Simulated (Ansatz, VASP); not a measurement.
Mo: VASP beside Ansatz

```
Mo
1.0
    -1.55547    1.55547    1.55547
     1.55547   -1.55547    1.55547
     1.55547    1.55547   -1.55547
Mo
1
Direct
  0.00000 0.00000 0.00000
```

Alike in both runs: functional LDA; k mesh 16 × 16 × 16; occupations gaussian, width 0.1 eV; no spin polarisation.

Ansatz relaxed the structure, and its values are those at the end. VASP's run is a single point on that final structure, the one shown.

|  | VASP | Ansatz |
| --- | --- | --- |
| version | VASP 6.6.1 | Ansatz 0.2.0 |
| potentials or method | VASP PAW LDA potentials, release 64 (Mo_sv) | scalar-relativistic, plane waves, PAW |
| plane-wave cutoff (eV) | 520 | 420 |
| valence electrons in the cell | 14 | 14 |

```tsv
	VASP	Ansatz	Ansatz less VASP
gap on the k mesh at the Fermi level (eV)	none	none	-
pressure (GPa)	1.2	0.0	-1.15
```

A gap of «none» marks a metal or a gap that the smearing closes. Ansatz warned: «pseudo_functional_mismatch».
